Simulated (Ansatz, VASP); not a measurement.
## AgCl (Chlorargyrite): VASP beside Ansatz

The input INCAR:

```
PREC = Accurate
ENCUT = 520
EDIFF = 1E-7
ISMEAR = -1
SIGMA = 0.05
LREAL = F
LASPH = T
NELM = 60
ALGO = Normal
ISIF = 2
LWAVE = F
LCHARG = F
GGA = PE
NBANDS = 16
```

The input KPOINTS:

```
Automatic mesh
0
Gamma
  8 8 8
```

Contents of POSCAR:

```
AgCl
1.0
    0.0000000000      2.6980360093      2.6980360093
    2.6980360093      0.0000000000      2.6980360093
    2.6980360093      2.6980360093      0.0000000000
Ag Cl
1 1
Direct
    0.0000000000      0.0000000000      0.0000000000
    0.5000000000      0.5000000000      0.5000000000
```

Contents of input.yaml:

```yaml
crystal:
  lattice:
    - [0.0, 2.6980360093, 2.6980360093]
    - [2.6980360093, 0.0, 2.6980360093]
    - [2.6980360093, 2.6980360093, 0.0]
  atoms:
    - { symbol: Ag, position: [0.0, 0.0, 0.0] }
    - { symbol: Cl, position: [0.5, 0.5, 0.5] }
hamiltonian:
  xc: pbe
  pseudopotentials: { kind: paw }
kpoints:
  mp_grid: { grid: [8, 8, 8] }
scf:
  occupations: { method: fermi_dirac, width: 0.05 }
output:
  forces: true
  stress: true
  eigenvalues: true
```

Change from the starting cell: volume scaled by 0.96.

Alike in both runs: task single point; functional PBE; k mesh 8 × 8 × 8; occupations fermi-dirac, width 0.05 eV; no spin polarisation.

|  | VASP | Ansatz |
| --- | --- | --- |
| version | VASP 6.6.1 | Ansatz 0.2.0 |
| potentials or method | VASP PAW PBE potentials, release 64 (Ag, Cl) | Ansatz PAW |
| plane-wave cutoff (eV) | 520 | 420 |
| valence electrons in the cell | 18 | 26 |

Ansatz gave:

| Property | Result |
| --- | --- |
| gap on the k mesh at the Fermi level (eV) | 0.91 |
| least direct gap on the mesh (eV) | 3.48 |
| pressure (GPa) | 6.7 |

Problem. Which values does VASP return?

Solution. gap on the k mesh at the Fermi level (eV): 0.90; least direct gap on the mesh (eV): 3.47; pressure (GPa): 6.5.

The two sets of potentials don't hold the same shells in valence.

A k mesh can miss the band edges.
